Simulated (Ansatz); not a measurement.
MgO (CsCl type) under strain

MgO, CsCl type, relaxed with r2SCAN in the plane-wave code Ansatz. Space group Pm-3m (No. 221), cubic; conventional cell a = 2.623 Å, 9.03 Å³ an atom. Mg is surrounded by 8 O at 2.27 Å; O is surrounded by 8 Mg at 2.27 Å.

The axes x, y and z are those of this cell:
```xyz
2
Lattice="2.6233 0.0000 0.0000 0.0000 2.6233 0.0000 0.0000 0.0000 2.6233" Properties=species:S:1:pos:R:3 pbc="T T T"
Mg    0.0000    0.0000    0.0000
O     1.3117    1.3117    1.3117
```

Unstrained: PBE gives an indirect gap of 2.640 eV, from M to Γ; the least direct gap is 3.656 eV at Γ. The r2SCAN gap is indirect, 3.492 eV (M to Γ), below the direct gap of 4.546 eV at Γ. The HSE06 gap is indirect, 4.196 eV (M to Γ), below the direct gap of 5.293 eV at Γ. Meshes: PBE 10×10×10, r2SCAN 10×10×10, HSE06 6×6×6. Strains are changes of length per length. After each strain the atoms were relaxed again with r2SCAN within the symmetry that the strain leaves, so tilts or polar shifts that break it weren't tested; points keep the names that they have in the unstrained zone. One strained cell lies below the unstrained one, which is therefore a saddle: all changes count from an unstable reference. Simulation only: spin-unpolarised, and no claim that this is the phase found in nature.

Changes of the least gap in eV (an overlap counts as a negative gap):
```tsv
strain	volume change (%)	space group	PBE	r2SCAN	HSE06	energy rise, r2SCAN (meV/atom)
epitaxial +1.81 % in the plane normal to [111], free normal strain -5.38 %	-1.9	R-3m	+0.227	+0.235	+0.254	-7.6
uniaxial -3.33 % along [111]	-3.3	R-3m	+0.331	+0.347	+0.370	3.1
epitaxial -1.2 % in the xy plane, free normal strain -0.27 %	-2.6	P4/mmm	+0.217	+0.229	+0.249	4.5
```

Epitaxial +1.81 % in the plane normal to [111], free normal strain -5.38 %. HSE06: the gap goes from 4.196 to 4.450 eV (+0.254 eV). Stress change with r2SCAN, compression positive: xx +3.91, yy +3.91, zz +3.91, xy -1.96, xz -1.96, yz -1.96 GPa.

Uniaxial -3.33 % along [111], other directions held. HSE06: the gap goes from 4.196 to 4.566 eV (+0.370 eV). Stress change with r2SCAN, compression positive: xx +5.88, yy +5.88, zz +5.88, xy -1.12, xz -1.12, yz -1.12 GPa.

Epitaxial -1.2 % in the xy plane, free normal strain -0.27 %. HSE06: the gap goes from 4.196 to 4.445 eV (+0.249 eV). Stress change with r2SCAN, compression positive: xx +6.78, yy +6.78, zz -0.09 GPa.

The meshes of the hybrids are coarse, so their gaps aren't converged to the digits shown.
